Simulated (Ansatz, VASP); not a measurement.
**One calculation of ZnS, two programs**

The input INCAR:

```
SYSTEM = ZnS
ALGO     = Normal         ! electronic algorithm
EDIFF    = 1E-6           ! SCF threshold, eV
EDIFFG   = -0.005         ! ionic threshold
ENCUT    = 600            ! plane-wave cutoff, eV
GGA      = PS             ! functional
IBRION   = 2              ! ionic algorithm
ISIF     = 3              ! what is computed and relaxed
ISMEAR   = 0              ! smearing method
LASPH    = .TRUE.         ! aspherical terms in the spheres
LCHARG   = .FALSE.        ! write CHGCAR
LREAL    = .FALSE.        ! projectors in reciprocal space
LWAVE    = .FALSE.        ! write WAVECAR
NELM     = 100            ! most SCF steps
NSW      = 70             ! ionic steps
PREC     = Accurate       ! precision mode
SIGMA    = 0.02           ! smearing width, eV
```

KPOINTS

```
k-points
0
G
  10 10 10
  0 0 0
```

The input POSCAR:

```
ZnS
1.0
    0.0000000000      2.7214810267      2.7214810267
    2.7214810267      0.0000000000      2.7214810267
    2.7214810267      2.7214810267      0.0000000000
Zn S
1 1
Direct
    0.2500000000      0.2500000000      0.2500000000
    0.0000000000      0.0000000000      0.0000000000
```

Input for Ansatz:

```yaml
crystal:
  lattice:
    - [0.0, 2.7214810265, 2.7214810265]
    - [2.7214810265, 0.0, 2.7214810265]
    - [2.7214810265, 2.7214810265, 0.0]
  atoms:
    - { symbol: Zn, position: [0.25, 0.25, 0.25] }
    - { symbol: S, position: [0.0, 0.0, 0.0] }
basis:
  ecutwfc: 420
kpoints:
  mp_grid: { grid: [10, 10, 10] }
hamiltonian:
  xc: pbesol
scf:
  occupations: { method: gaussian, width: 0.02 }
output:
  forces: true
  stress: true
  eigenvalues: true
relax:
  adjacent_minimum: "off"
  f_tol: 0.005
  max_steps: 50
  cell: { stress_tol: 0.05 }
```

Alike in both runs: task relaxation of cell and atoms; functional PBEsol; k mesh 10 × 10 × 10; occupations gaussian, width 0.02 eV; no spin polarisation.

```csv
,VASP,Ansatz
version,VASP 6.6.1,Ansatz 0.2.0
potentials or method,"VASP PAW PBE potentials, release 64 (Zn, S)","scalar-relativistic, plane waves, PAW"
plane-wave cutoff (eV),600,420
valence electrons in the cell,18,18
```

```csv
,VASP,Ansatz,Ansatz less VASP
"gap on the k mesh at the Fermi level, each at its own relaxed structure (eV)",2.08,2.09,+0.007
relaxed volume (Å³/atom),19.28,19.21,-0.064
relaxed cell length with the largest relative difference (Å),3.792,3.788,-0.0042
energy change over the relaxation (meV/atom),-9,-11,-1.1
```

Caveats: the PAW data sets were made with another functional, which shifts forces and pressure a little (VASP). Expect the measured gap to be larger: semilocal functionals such as PBEsol lack the derivative discontinuity.
